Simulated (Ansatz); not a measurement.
# SrO: the cost of one run

Method: DFT LDA, scalar-relativistic, in Ansatz 0.2.0.

### Step 1. The structure to begin with

It takes space group Fm-3m (No. 225, cubic). Conventional cell: a = 5.140 Å, b = 5.140 Å, c = 5.140 Å, α = 90.00°, β = 90.00°, γ = 90.00°. Sr (site symmetry m-3m) has 6 O at 2.57 Å as nearest neighbours. Around O (site symmetry m-3m) lie 6 Sr at 2.57 Å.

Structure file:

```
CELL_PARAMETERS angstrom
0.00000 2.56980 2.56980
2.56980 0.00000 2.56980
2.56980 2.56980 0.00000
ATOMIC_POSITIONS crystal
Sr 0.00000 0.00000 0.00000
O 0.50000 0.50000 0.50000
```

Atoms are numbered in the order of the input: Sr1, O2.

### Step 2. Volume × 0.96, LAPW

Input file input.yaml:

```yaml
crystal:
  lattice:
    - [0.0, 2.5350687154, 2.5350687154]
    - [2.5350687154, 0.0, 2.5350687154]
    - [2.5350687154, 2.5350687154, 0.0]
  atoms:
    - { symbol: Sr, position: [0.0, 0.0, 0.0] }
    - { symbol: O, position: [0.5, 0.5, 0.5] }
kpoints:
  mp_grid: { grid: [8, 8, 8] }
  band_path:
    path:
      - [0.0, 0.0, 0.0]
      - [0.5, 0.0, 0.5]
      - [0.625, 0.25, 0.625]
      - [0.375, 0.375, 0.75]
      - [0.0, 0.0, 0.0]
      - [0.5, 0.5, 0.5]
      - [0.5, 0.25, 0.75]
      - [0.5, 0.0, 0.5]
    npoints: 5
scf:
  occupations: { method: fermi_dirac, width: 0.02 }
hamiltonian:
  xc: lda
  pseudopotentials: { kind: all_electron, lapw: { basis_error: 0.00025 } }
output:
  forces: true
  stress: true
  eigenvalues: true
```

The run is started by

```bash
> ansatz run input.yaml --threads 1 --pin off --max-ram 3072MiB --backend cpu --events-out ev --progress --plain --runs-dir out
```

Q: Estimate wall time and peak memory on 1 thread of Intel Xeon Platinum 8488C (Sapphire Rapids), shared host.

About 5.4 s, with a peak of 0.32 GiB.
